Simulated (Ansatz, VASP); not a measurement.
# CuAu in VASP and in Ansatz

Contents of INCAR:

```
PREC     = Accurate       # precision mode
ENCUT    = 600            # plane-wave cutoff, eV
EDIFF    = 1E-7           # SCF threshold, eV
ISMEAR   = 0              # smearing method
SIGMA    = 0.1            # smearing width, eV
LREAL    = F              # projectors in reciprocal space
LASPH    = T              # aspherical terms in the spheres
NELM     = 100            # most SCF steps
ALGO     = Normal         # electronic algorithm
ISIF     = 3              # what is computed and relaxed
LWAVE    = F              # write WAVECAR
LCHARG   = F              # write CHGCAR
GGA      = PS             # functional
IBRION   = 2              # ionic algorithm
NSW      = 100            # ionic steps
EDIFFG   = -0.005         # ionic threshold
```

File KPOINTS:

```
regular mesh
0
Gamma
  14 14 12
```

Contents of POSCAR:

```
CuAu
1.0
    2.8107494552      0.0000000000      0.0000000000
    0.0000000000      2.8107494552      0.0000000000
    0.0000000000      0.0000000000      3.6850000000
Cu Au
1 1
Direct
    0.5000000000      0.5000000000      0.5000000000
    0.0000000000      0.0000000000      0.0000000000
```

Input for Ansatz:

```yaml
crystal:
  lattice:
    - [2.8107494552, 0.0, 0.0]
    - [0.0, 2.8107494552, 0.0]
    - [0.0, 0.0, 3.685]
  atoms:
    - { symbol: Cu, position: [0.5, 0.5, 0.5] }
    - { symbol: Au, position: [0.0, 0.0, 0.0] }
basis:
  ecutwfc: 420
kpoints:
  mp_grid: { grid: [14, 14, 12] }
hamiltonian:
  xc: pbesol
scf:
  occupations: { method: gaussian, width: 0.1 }
output:
  forces: true
  stress: true
  eigenvalues: true
relax:
  adjacent_minimum: "off"
  f_tol: 0.005
  max_steps: 80
  cell: { stress_tol: 0.05 }
```

Alike in both runs: task relaxation of cell and atoms; functional PBEsol; k mesh 14 × 14 × 12; occupations gaussian, width 0.1 eV; no spin polarisation.

```csv
,VASP,Ansatz
version,VASP 6.6.1,Ansatz 0.2.0
potentials or method,"VASP PAW PBE potentials, release 64 (Cu, Au)","scalar-relativistic, plane waves, PAW"
plane-wave cutoff (eV),600,420
valence electrons in the cell,22,38
```

Ansatz gave:

| Item | Value |
| --- | --- |
| gap on the k mesh at the Fermi level, each at its own relaxed structure (eV) | none |
| relaxed volume (Å³/atom) | 14.21 |
| relaxed cell length with the largest relative difference (Å) | 3.538 |
| energy change over the relaxation (meV/atom) | -6 |

**Question.** Estimate VASP's values.

**Answer.** gap on the k mesh at the Fermi level, each at its own relaxed structure (eV): none; relaxed volume (Å³/atom): 14.22; relaxed cell length with the largest relative difference (Å): 3.545; energy change over the relaxation (meV/atom): -5.

A gap of «none» marks a metal or a gap that the smearing closes. The two sets of potentials don't hold the same shells in valence.

Caveats: the PAW data sets were made with another functional, which shifts forces and pressure a little (VASP). The runs have no spin-orbit coupling, so splittings on Au are missing.
